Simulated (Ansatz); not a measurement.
## Ta: pressure against volume

Ta, Im-3m, a = 3.281 Å. Ansatz: PBEsol, PAW, 420 eV, Γ-centred 18×18×18 mesh on 1 atom, Gaussian smearing 0.10 eV; no spin polarisation. Symmetry fixes shape and atoms, so the cell is only scaled; pressure is positive in compression.

```tsv
V (Å³/atom)	P (GPa)
16.593	14.58
17.123	6.69
17.652	-0.02
18.182	?
18.711	-10.80
```

Question: Take V0 = 17.652 Å³/atom, count pressures from its P0 = -0.02 GPa, fit the third-order Birch–Murnaghan form to the other rows, and predict the missing pressure.

Answer: With the Eulerian strain f = ½[(V0/V)^(2/3) − 1] and y = (P − P0)/[3f(1 + 2f)^(5/2)], the form is the line y = B0 + 1.5 B0 (B0′ − 4) f. Rows (f, y): 0.02105, 208.5; 0.01025, 207.4; -0.01905, 207.9. Means f = 0.004083, y = 207.93; Σ(Δf)² = 0.0008610, ΣΔfΔy = 0.007097; the slope is their ratio. y = 207.9 + 8.242 f GPa, so B0 = 207.9 GPa and B0′ = 4 + 2 × (8.242)/(3 × 207.9) = 4.03. At V = 18.182, f = -0.00976, y = 207.82 and P = -5.81 GPa. The run gave -5.78 GPa, so the fit is 0.03 GPa too low, within twice the rms miss on the fitted rows (0.02 GPa).

Spin–orbit coupling is left out, which can shift energies with elements as heavy as these.